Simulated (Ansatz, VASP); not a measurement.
**Ge in VASP and in Ansatz**

```
Ge
1.0
     0.00000    2.12674    2.12674
     2.12674    0.00000    2.12674
     2.12674    2.12674    0.00000
Ge
1
Direct
  0.00000 0.00000 0.00000
```

The cell was built by a generator and needn't be a form met in nature.

Alike in both runs: task relaxation of cell and atoms; functional LDA; k mesh 13 × 13 × 13; occupations fermi-dirac, width 0.1 eV; no spin polarisation.

```csv
,VASP,Ansatz
version,VASP 6.6.1,Ansatz 0.2.0
potentials or method,"VASP PAW LDA potentials, release 64 (Ge_d)","plane waves (420 eV) with PAW, scalar-relativistic"
plane-wave cutoff (eV),600,420
valence electrons in the cell,14,14
```

|  | VASP | Ansatz | Ansatz less VASP |
| --- | --- | --- | --- |
| relaxed volume (Å³/atom) | 18.15 | 18.11 | -0.035 |
| relaxed cell length with the largest relative difference (Å) | 2.950 | 2.948 | -0.0019 |
| energy change over the relaxation (meV/atom) | -14 | -15 | -0.8 |

Ansatz warned: «pseudo_functional_mismatch».
